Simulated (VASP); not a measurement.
Write the native input for VASP 6.6.1 that does the following.

| Item | Value |
| --- | --- |
| Task | single point |
| Functional | r2SCAN |
| Potentials or basis | VASP PAW PBE potentials, release 64 (Hg) |
| Cutoff | 520 eV |
| k mesh | 16 × 16 × 16 |
| Occupations | gaussian, width 0.05 eV |
| Spin | no spin polarisation |
| Dipole correction | no |
| Further INCAR settings | ALGO = Normal; EDIFF = 1e-06; NBANDS = 12 |

Hg:

```xyz
1
Lattice="-1.8837 1.8837 1.8837 1.8837 -1.8837 1.8837 1.8837 1.8837 -1.8837" Properties=species:S:1:pos:R:3 pbc="T T T"
Hg    0.0000    0.0000    0.0000
```

The cell was built by a generator and needn't be a form met in nature.

The input as run:

POSCAR

```
Hg
1.0
   -1.8836898943      1.8836898943      1.8836898943
    1.8836898943     -1.8836898943      1.8836898943
    1.8836898943      1.8836898943     -1.8836898943
Hg
1
Direct
    0.0000000000      0.0000000000      0.0000000000
```

INCAR.step1

```
SYSTEM = Hg
ALGO     = Normal         ! electronic algorithm
EDIFF    = 1E-4           ! SCF threshold, eV
ENCUT    = 520            ! plane-wave cutoff, eV
GGA      = PE             ! functional
ISMEAR   = 0              ! smearing method
LASPH    = .TRUE.         ! aspherical terms in the spheres
LCHARG   = .FALSE.        ! write CHGCAR
LREAL    = .FALSE.        ! projectors in reciprocal space
LWAVE    = .TRUE.         ! write WAVECAR
NBANDS   = 12             ! bands
NELM     = 100            ! most SCF steps
PREC     = Accurate       ! precision mode
SIGMA    = 0.05           ! smearing width, eV
```

INCAR.step2

```
SYSTEM = Hg
ALGO     = Normal         ! electronic algorithm
EDIFF    = 1E-6           ! SCF threshold, eV
ENCUT    = 520            ! plane-wave cutoff, eV
ISIF     = 2              ! what is computed and relaxed
ISMEAR   = 0              ! smearing method
ISTART   = 1            
LASPH    = .TRUE.         ! aspherical terms in the spheres
LCHARG   = .FALSE.        ! write CHGCAR
LMIXTAU  = .TRUE.       
LREAL    = .FALSE.        ! projectors in reciprocal space
LWAVE    = .FALSE.        ! write WAVECAR
METAGGA  = R2SCAN         ! meta-GGA
NBANDS   = 12             ! bands
NELM     = 100            ! most SCF steps
PREC     = Accurate       ! precision mode
SIGMA    = 0.05           ! smearing width, eV
```

KPOINTS

```
k-points
0
G
  16 16 16
  0 0 0
```

Potentials or basis: VASP PAW PBE potentials, release 64 (Hg).

The run is started by

```bash
$ cat potpaw_PBE.64/Hg/POTCAR > POTCAR
$ cp INCAR.step1 INCAR
$ mpirun -np 1 vasp_std > vasp.out
$ cp INCAR.step2 INCAR
$ mpirun -np 1 vasp_std > vasp.out
```

It gave:

```json
{
 "Pressure": "0.2 GPa",
 "Band gap on the k mesh": "none (metal or under the smearing width)"
}
```

Caveat: the PAW data sets were made with another functional, which shifts forces and pressure a little.

Wall time 36 s on 1 thread of Intel(R) Xeon(R) 6975P-C (Granite Rapids), on a shared host, peak memory 0.17 GiB.
